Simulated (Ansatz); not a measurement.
# ZnS: the cost of one run

Computed with Ansatz 0.2.0 (DFT PBE, scalar-relativistic, plane waves, PAW, unless a step's input says otherwise).

1 further run of the same task is left out (set aside as unsound or not needed). Runs told in other sessions of the task aren't counted.

## (1) The system as given

Symmetry: P6_3mc, No. 186, hexagonal system. The conventional cell has a = 3.846 Å, b = 3.846 Å, c = 6.304 Å, α = 90.00°, β = 90.00°, γ = 120.00°. Zn (site symmetry 3m) has 4 S at 2.36 Å in its first shell of neighbours. S (site symmetry 3m) has 4 Zn at 2.36 Å in its first shell of neighbours.

As a file:

```xyz
4
Lattice="3.8457 0.0000 0.0000 -1.9229 3.3305 0.0000 0.0000 0.0000 6.3042" Properties=species:S:1:pos:R:3 pbc="T T T"
Zn    0.0000    2.2203    0.0328
Zn    1.9229    1.1102    3.1849
S     0.0000    2.2203    2.3943
S     1.9229    1.1102    5.5465
```

It is the end of an earlier relaxation with the same method, from a generated guess; it needn't be the stable form of this composition. At a tolerance of 0.02 Å it has space group P6_3mc (No. 186); it has 20.19 Å³/atom, an uncorrected energy of -0.82 eV/atom over the elements.

## (2) Electronic structure at the relaxed geometry

input.yaml reads:

```yaml
crystal:
  lattice:
    - [3.8457352458, 0.0, 0.0]
    - [-1.9228676229, 3.3305044191, 0.0]
    - [0.0, 0.0, 6.3042469113]
  atoms:
    - { symbol: Zn, position: [0.3333333333, 0.6666666667, 0.0052037217] }
    - { symbol: Zn, position: [0.6666666667, 0.3333333333, 0.5052037217] }
    - { symbol: S, position: [0.3333333333, 0.6666666667, 0.3797962683] }
    - { symbol: S, position: [0.6666666667, 0.3333333333, 0.8797962683] }
basis:
  ecutwfc: 420
kpoints:
  mp_grid: { grid: [12, 12, 6] }
  band_path:
    path:
      - [[0.0, 0.0, 0.0], [0.5, 0.0, 0.0], [0.33333333, 0.33333333, 0.0], [0.0, 0.0, 0.0], [0.0, 0.0, 0.5], [0.5, 0.0, 0.5], [0.33333333, 0.33333333, 0.5], [0.0, 0.0, 0.5]]
      - [[0.5, 0.0, 0.5], [0.5, 0.0, 0.0]]
      - [[0.33333333, 0.33333333, 0.5], [0.33333333, 0.33333333, 0.0]]
    npoints: 14
hamiltonian:
  xc: pbe
scf:
  occupations: { method: gaussian, width: 0.02 }
  n_extra_bands: 10
output:
  forces: true
  stress: true
  eigenvalues: true
  populations: true
  dos: { projected: true, de: 0.02, nscf_kmesh: { grid: [18, 18, 9] } }
  bader: true
  write_density: true
  write_potential: true
  elf: true
  volumetric_format: npy
```

Run with:

```sh
$ ansatz run input.yaml --threads 1 --pin off --max-ram 2560MiB --backend cpu --events-out ev --progress --plain --runs-dir out
```

What time and memory should one allow on 1 thread of Arm Neoverse V2, shared host?

About 90 s, with a peak of 0.49 GiB.
